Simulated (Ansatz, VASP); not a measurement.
# C: VASP and Ansatz over several settings

```
C
1.0
     0.00000    1.80684    1.80684
     1.80684    0.00000    1.80684
     1.80684    1.80684    0.00000
C
2
Cartesian
  2.7103 2.7103 2.7103
  1.8068 1.8068 1.8068
```

This isn't the form of C at room conditions, which is graphite.

Single points on this cell with VASP 6.6.1 and Ansatz 0.2.0. Each row is one pair of runs. Alike in all rows: spin: off; k mesh: 13 × 13 × 13; smearing: fermi-dirac, width 0.05 eV; VASP's potentials, cutoff: VASP PAW PBE potentials, release 64 (C), 520 eV.

| level | Ansatz's potentials, cutoff | gap on the k mesh at the Fermi level (eV), VASP | gap on the k mesh at the Fermi level (eV), Ansatz | least direct gap on the mesh (eV), VASP | least direct gap on the mesh (eV), Ansatz | pressure (GPa), VASP | pressure (GPa), Ansatz |
| --- | --- | --- | --- | --- | --- | --- | --- |
| PBEsol | Ansatz PAW, 420 eV | 3.93 | 3.94 | 5.43 | 5.44 | -19.7 | -20.6 |
| r2SCAN | Ansatz PAW, 500 eV | 4.25 | 4.27 | 5.73 | 5.77 | -17.6 | -18.5 |
| RPBE | Ansatz PAW, 420 eV | ? | 4.07 | ? | 5.50 | ? | -8.4 |
| revPBE+D3(BJ) | Ansatz PAW, 420 eV | 4.05 | 4.07 | 5.49 | 5.50 | -19.6 | -20.0 |
| BLYP+D4 | Ansatz PAW, 420 eV | 4.37 | 4.37 | 5.63 | 5.62 | -14.6 | -15.2 |

Q: Fill in what VASP gave in row 3.

A: gap on the k mesh at the Fermi level (eV): 4.06; least direct gap on the mesh (eV): 5.49; pressure (GPa): -8.0.

Caveats: so large a pressure means that the cell lies far from this level's equilibrium, or that cutoff or potentials fall short (VASP); the potentials were made for another functional, which shifts forces and pressure (VASP); an odd mesh through Γ misses points on the zone boundary, where band edges often lie (VASP); the PAW data sets were made with another functional, which shifts forces and pressure a little (VASP); odd divisions of the mesh miss points on the zone boundary, where band edges often lie, so the gap on the mesh can be too wide (Ansatz); the pressure holds a Pulay correction of +1.0 GPa for the finite cutoff (Ansatz); the PAW data sets come from PBE, with cores solved anew for the run's functional, which leaves a small shift of forces and pressure (Ansatz).
